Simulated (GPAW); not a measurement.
# ScAl3 (Pm-3m) in GPAW: convergence with convergence criteria

Aim: find how far convergence criteria must go before the results for ScAl3 settle, at PBEsol. This setting moves, with any that are tied to it; all else stays.

All numbers are computed with GPAW 26.7.0; they aren't measurements. Logs are shortened: lines on timing, memory, paths and dates and some standing lists are left out, and cuts for length are marked. The log counts tension as positive stress, the text compression.

## (1) Starting point

The structure is cubic, space group Pm-3m (No. 221). The conventional cell has a = 4.088 Å, b = 4.088 Å, c = 4.088 Å, α = 90.00°, β = 90.00°, γ = 90.00°. Sc (site symmetry m-3m) is surrounded by 12 Al at 2.89 Å. Around Al (site symmetry 4/mmm) lie 4 Sc at 2.89 Å and 8 Al at 2.89 Å.

The cell is a database's computed one.

## (2) With convergence criteria density=0.001 energy=0.01 eigenstates=0.0001

File run.py:

```python
from ase.dft.bandgap import bandgap
from ase.io import read, write
from ase.units import GPa
from gpaw import GPAW, PW, setup_paths

setup_paths.insert(0, '.')

atoms = read('POSCAR')

calc = GPAW(mode=PW(600),
            xc='PBEsol',
            kpts={'size': (7, 7, 7), 'gamma': True},
            occupations={'name': 'fermi-dirac', 'width': 0.05},
            nbands=22,
            convergence={'density': 0.001, 'energy': 0.01, 'eigenstates': 0.0001},
            maxiter=100,
            txt='gpaw.txt')
atoms.calc = calc
energy = atoms.get_potential_energy()
forces = atoms.get_forces()
stress = atoms.get_stress()
calc.write('gs.gpw')
write('result.traj', atoms)
print(f'Energy: {energy:.6f} eV')
print('Forces (eV/A):')
print(forces.round(4))
print('Stress (GPa):', (stress / GPa).round(3))
print('Fermi level:', round(calc.get_fermi_level(), 4), 'eV')
print(f'Gap: {bandgap(calc)[0]:.4f} eV, direct: {bandgap(calc, direct=True)[0]:.4f} eV')
```

File POSCAR:

```
ScAl3
1.0
    4.0878065700      0.0000000000      0.0000000000
    0.0000000000      4.0878065700      0.0000000000
    0.0000000000      0.0000000000      4.0878065700
Sc Al
1 3
Direct
    0.0000000000      0.0000000000      0.0000000000
    0.5000000000      0.5000000000      0.0000000000
    0.0000000000      0.5000000000      0.5000000000
    0.5000000000      0.0000000000      0.5000000000
```

Potentials or basis: PAW data sets generated in the run's folder for this functional, pw.

Run with:

```
> gpaw-setup -f PBEsol Al Sc
> OMP_NUM_THREADS=1 python run.py
```

gpaw.txt:

```text
__  _  _
 | _ |_)|_||  |
 |__||  | ||/\| - 26.7.0

Input parameters:
  mode=PW(ecut=600.0),
  convergence={'density': 0.001, 'energy': 0.01, 'eigenstates': 0.0001},
  kpts=MonkhorstPack(size=(7, 7, 7), gamma=True),
  maxiter=100,
  nbands=22,
  occupations=Occupations(name='fermi-dirac', width=0.05),
  xc=XC(name='PBEsol')

Diagonalizing LCAO Hamiltonian
Converting LCAO to pw mode
    .---------.
   /|         |
  / |         |
 *  |         |
 | Al         |
 |  .---------.
 | /  All    /
 |/         /
 Sc--------*

Atoms  # Å, Bohr magnetons
|   | symbol |        x |        y |        z |    initial magnetic moments |
|---|--------|----------|----------|----------|-----------------------------|
| 0 |     Sc | 0.000000 | 0.000000 | 0.000000 | ( 0.0000,  0.0000,  0.0000) |
| 1 |     Al | 2.043903 | 2.043903 | 0.000000 | ( 0.0000,  0.0000,  0.0000) |
| 2 |     Al | 0.000000 | 2.043903 | 2.043903 | ( 0.0000,  0.0000,  0.0000) |
| 3 |     Al | 2.043903 | 0.000000 | 2.043903 | ( 0.0000,  0.0000,  0.0000) |

Unit cell  # Å
| periodic |        x |        y |        z |  lengths |    angles |
|----------|----------|----------|----------|----------|-----------|
|      yes | 4.087807 | 0.000000 | 0.000000 | 4.087807 | 90.000000 |
|      yes | 0.000000 | 4.087807 | 0.000000 | 4.087807 | 90.000000 |
|      yes | 0.000000 | 0.000000 | 4.087807 | 4.087807 | 90.000000 |

Number of symmetries: 48
Symmetry operations  # r_c * U_cc + t_c -> r_c
|    | kind |            matrix            |
|----|------|------------------------------|
|  0 |  E   |  1, 0, 0,  0, 1, 0,  0, 0, 1 |
|  1 |  σ   |  1, 0, 0,  0, 1, 0,  0, 0,-1 |
|  2 |  σ   |  1, 0, 0,  0, 0, 1,  0, 1, 0 |
|  3 |  C4  |  1, 0, 0,  0, 0, 1,  0,-1, 0 |
|  4 |  C4  |  1, 0, 0,  0, 0,-1,  0, 1, 0 |
|  5 |  σ   |  1, 0, 0,  0, 0,-1,  0,-1, 0 |
|  6 |  σ   |  1, 0, 0,  0,-1, 0,  0, 0, 1 |
|  7 |  C2  |  1, 0, 0,  0,-1, 0,  0, 0,-1 |
|  8 |  σ   |  0, 1, 0,  1, 0, 0,  0, 0, 1 |
|  9 |  C2  |  0, 1, 0,  1, 0, 0,  0, 0,-1 |
| 10 |  C3  |  0, 1, 0,  0, 0, 1,  1, 0, 0 |
| 11 |  S6  |  0, 1, 0,  0, 0, 1, -1, 0, 0 |
| 12 |  S6  |  0, 1, 0,  0, 0,-1,  1, 0, 0 |
| 13 |  C3  |  0, 1, 0,  0, 0,-1, -1, 0, 0 |
| 14 |  C4  |  0, 1, 0, -1, 0, 0,  0, 0, 1 |
| 15 |  S4  |  0, 1, 0, -1, 0, 0,  0, 0,-1 |
[... 143 lines left out ...]
  Trust region scale: 1.0
  Backstep threshold: 4.0
  History deletion threshold: 6.0
  Fourier metric: weight=20.0, sigma=0.015

occupation numbers:
  Fermi-Dirac:
    width: 0.0500  # eV

poisson solver:
  ecut: 4800.0  # eV

xc functional:
  name: PBEsol with 2 nearest neighbor stencil

convergence criteria:
- Maximum integral of absolute [dens]ity change: 0.001 electrons / valence electron
- Maximum [total energy] change in last 3 cyles: 0.01 eV / valence electron
- Maximum integral of absolute [eigenst]ate change: 0.0001 eV^2 / valence electron
maximum number of iterations: 100

SCF iterations
|iter     | |      energy | eigst |  dens |
|---------|-|-------------|-------|-------|
|iter:   1| |  -19.231949 | +0.28 |       |
|iter:   2| |  -19.227982 | -1.74 | -1.16 |
|iter:   3| |  -19.165987c| -1.84 | -1.19 |
|iter:   4| |  -19.166220c| -3.05 | -1.78 |
|iter:   5| |  -19.165797c| -3.57 | -2.28 |
|iter:   6| |  -19.165336c| -4.17c| -2.55 |
|iter:   7| |  -19.165337c| -5.35c| -3.41c|

Converged in 7 steps
Energy contributions relative to reference atoms: (reference = -40534.478808)

Energy contributions:
  Kinetic:          15.838770
  Coulomb:          -8.972728
  Zero:              0.126140
  External:          0.000000
  Xc:              -26.151051
  Entropy:          -0.012934
  Spinorbit:         0.000000
  ----------------------------
  Free energy:     -19.171804
  Extrapolated:    -19.165337

dipole moment: (-17.943639, -17.943639, -17.943639)  # |e|*Ang

Fermi level: 7.206
Eigenvalues  # (at kpt = [0.000, 0.000, 0.000])
| band index |      eig [eV] | occ [0-2] |
|------------|---------------|-----------|
|          0 |       -41.477 |     2.000 |
|        ... |               |           |
|          2 |       -20.275 |     2.000 |
|          3 |       -20.275 |     2.000 |
|          4 |        -2.719 |     2.000 |
|          5 |         4.674 |     2.000 |
|          6 |         4.674 |     2.000 |
|          7 |         5.494 |     2.000 |
[... 8 lines left out ...]
|         16 |        12.590 |     0.000 |
|         17 |        12.590 |     0.000 |
|        ... |               |           |
|         21 |        15.741 |     0.000 |

No gap
No difference between direct/indirect transitions

Forces  # eV/Ang
|        x |       y |       z |
|----------|---------|---------|
| -0.00000 | 0.00000 | 0.00000 |  # Sc   0
|  0.00000 | 0.00000 | 0.00000 |  # Al   1
|  0.00000 | 0.00000 | 0.00000 |  # Al   2
|  0.00000 | 0.00000 | 0.00000 |  # Al   3

Stress tensor  # eV/Ang^3
|        x |        y |        z |
|----------|----------|----------|
| 0.006111 | 0.000000 | 0.000000 |
| 0.000000 | 0.006111 | 0.000000 |
| 0.000000 | 0.000000 | 0.006111 |

# Writing to gs.gpw (mode='')
```

Wall time 12 s (1 thread of Arm Neoverse V2, shared host); peak memory 0.17 GiB.

What came out:

```
Free energy            : -19.1718 eV
Pressure               : -1.0 GPa
Band gap on the k mesh : none (metal or under the smearing width)
```

## (3) With convergence criteria default

Edit run.py of step 2 so:

```diff
@@ -14,3 +14,2 @@
             nbands=22,
-            convergence={'density': 0.001, 'energy': 0.01, 'eigenstates': 0.0001},
             maxiter=100,
```

POSCAR is that of step 2.

Potentials or basis: PAW data sets generated in the run's folder for this functional, pw.

Run with:

```
> gpaw-setup -f PBEsol Al Sc
> OMP_NUM_THREADS=1 python run.py
```

It took 16 s on 1 thread of Arm Neoverse V2, shared host; peak memory 0.17 GiB.

It converged, with:

```yaml
Free_energy: -19.1718 eV
Pressure: -1.0 GPa
Band_gap_on_the_k_mesh: none (metal or under the smearing width)
```

## (4) With convergence criteria density=1e-05 energy=1e-05

Edit run.py of step 3 so:

```diff
@@ -14,2 +14,3 @@
             nbands=22,
+            convergence={'density': 1e-05, 'energy': 1e-05},
             maxiter=100,
```

POSCAR is that of step 3.

Run with:

```
> gpaw-setup -f PBEsol Al Sc
> OMP_NUM_THREADS=1 python run.py
```

Run time: 16 s. Hardware: 1 thread of Arm Neoverse V2, shared host; peak memory 0.17 GiB.

It converged, with:

```yaml
Free_energy: -19.1718 eV
Pressure: -1.0 GPa
Band_gap_on_the_k_mesh: none (metal or under the smearing width)
```

## (5) With convergence criteria density=1e-05 forces=0.0001

Edit run.py of step 4 so:

```diff
@@ -14,3 +14,3 @@
             nbands=22,
-            convergence={'density': 1e-05, 'energy': 1e-05},
+            convergence={'density': 1e-05, 'forces': 0.0001},
             maxiter=100,
```

POSCAR is that of step 4.

Run with:

```
> gpaw-setup -f PBEsol Al Sc
> OMP_NUM_THREADS=1 python run.py
```

Run time: 17 s. Hardware: 1 thread of Arm Neoverse V2, shared host; peak memory 0.17 GiB.

The run converged. Its results:

- Free energy: -19.1718 eV
- Pressure: -1.0 GPa
- Band gap on the k mesh: none (metal or under the smearing width)

## (6) With convergence criteria density=1e-06 energy=1e-06 eigenstates=1e-10

Edit run.py of step 5 so:

```diff
@@ -14,3 +14,3 @@
             nbands=22,
-            convergence={'density': 1e-05, 'forces': 0.0001},
+            convergence={'density': 1e-06, 'energy': 1e-06, 'eigenstates': 1e-10},
             maxiter=100,
```

POSCAR is that of step 5.

Potentials or basis: PAW data sets generated in the run's folder for this functional, pw.

Run with:

```
> gpaw-setup -f PBEsol Al Sc
> OMP_NUM_THREADS=1 python run.py
```

It took 18 s on 1 thread of Arm Neoverse V2, shared host; peak memory 0.17 GiB.

The run converged. Its results:

```yaml
Free_energy: -19.1718 eV
Pressure: -1.0 GPa
Band_gap_on_the_k_mesh: none (metal or under the smearing width)
```

## (7) Summary

```tsv
convergence criteria	energy less the tightest run, at zero smearing (meV/atom)	SCF cycles	CPU time (s)	peak memory (GiB)
density=0.001 energy=0.01 eigenstates=0.0001	0.00	7	12	0.17
default	0.00	9	16	0.17
density=1e-05 energy=1e-05	0.00	10	16	0.17
density=1e-05 forces=0.0001	0.00	11	17	0.17
density=1e-06 energy=1e-06 eigenstates=1e-10	0.00	11	18	0.17
```

Against the tightest run, the energy stays within 1 meV/atom from density=0.001 energy=0.01 eigenstates=0.0001 on. The tightest run that finished is the yardstick and may itself not be fully converged.
